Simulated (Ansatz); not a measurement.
The cell is SnO₂ in the fluorite structure; cell and atoms were relaxed with r2SCAN. It is cubic, Fm-3m (No. 225); conventional cell a = 5.067 Å, 10.84 Å³ an atom. Around Sn lie 8 O at 2.19 Å; around O lie 4 Sn at 2.19 Å.

```cif
data_structure
_symmetry_space_group_name_H-M 'P 1'
_symmetry_Int_Tables_number 1
_cell_length_a 3.5829
_cell_length_b 3.5829
_cell_length_c 3.5829
_cell_angle_alpha 60.000
_cell_angle_beta 60.000
_cell_angle_gamma 60.000
_cell_volume 32.52
loop_
_atom_site_label
_atom_site_type_symbol
_atom_site_fract_x
_atom_site_fract_y
_atom_site_fract_z
_atom_site_occupancy
Sn1 Sn 0.00000 0.00000 0.00000 1
O1 O 0.25000 0.25000 0.25000 1
O2 O 0.75000 0.75000 0.75000 1
```

The questions ask for values computed with the PAW code Ansatz on this geometry. The cell comes from a prototype generator: it can be a known phase or a hypothetical one. No magnetic order is allowed.

Given (8×8×8 mesh): With PBE the valence top lies at W and the conduction bottom at Γ, 0.29 eV higher; the smallest vertical gap, at Γ, is 1.68 eV.

(1) What does PBE+SOC give for the gap (8×8×8 mesh)?

(2) Estimate the gap with r2SCAN on 8×8×8.

(3) What does PBE0 give for the gap (6×6×6 mesh)?

(4) What does r2SCAN0 give for the gap (6×6×6 mesh)?

(5) What does G0W0@PBE with 240 empty bands, a screening cutoff of 220 eV and a 6×6×6 mesh give?

(6) What are ε∞ and the Born charges with r2SCAN?

(7) What fraction of exact exchange does the dielectric-dependent hybrid take (1/ε∞ of PBE, averaged over directions)?

(8) Relaxed again with PBEsol, is the cell stable at the zone centre, and where do its optical modes lie?

Results:

(1) PBE+SOC gives an indirect gap of 0.29 eV, from W to Γ; the least direct gap is 1.65 eV at Γ. The gap differs by 0.00 eV from PBE's.

(2) With r2SCAN the valence top lies at W and the conduction bottom at Γ, 0.84 eV higher; the smallest vertical gap, at Γ, is 2.27 eV. The gap differs by +0.55 eV from PBE's.

(3) PBE0 gives an indirect gap of 2.37 eV, from W to Γ; the least direct gap is 3.84 eV at Γ. The gap differs by +2.08 eV from PBE's.

(4) The r2SCAN0 gap is indirect, 2.79 eV (W to Γ), below the direct gap of 4.28 eV at Γ. The gap differs by +2.50 eV from PBE's.

(5) 1.17 eV (PBE's gap over the path plus the quasiparticle shift read on the mesh). The quasiparticle gap on this mesh is 1.19 eV (W–X (0.33 of the way from W) to Γ), against 0.31 eV from PBE: +0.88 eV. Renormalisation factors Z lie between 0.70 and 0.81. G0W0 values are finite-basis, finite-mesh values.

(6) ε∞: 4.98 in all directions. Born charges, averaged over directions: Sn +4.56, O -2.28 e.

(7) 0.178.

(8) All optical modes at Γ are real, from 308 to 517 cm⁻¹ without the longitudinal term; this says nothing of other wave vectors. With the long-range field the highest mode reaches 553 cm⁻¹. By the program's warning the force constants, and with them frequencies and ε⁰, aren't converged on this mesh.

Only the levels marked +SOC include spin-orbit coupling.

Gaps or overlaps of about a tenth of an eV are at the limit of these meshes: between the points read a gap can be smaller or closed.

The meshes of the hybrids are coarse, so their gaps aren't converged to the digits shown.

Set aside, since their points miss a band edge that the other levels read or their mesh is too coarse: LC-ωPBE.
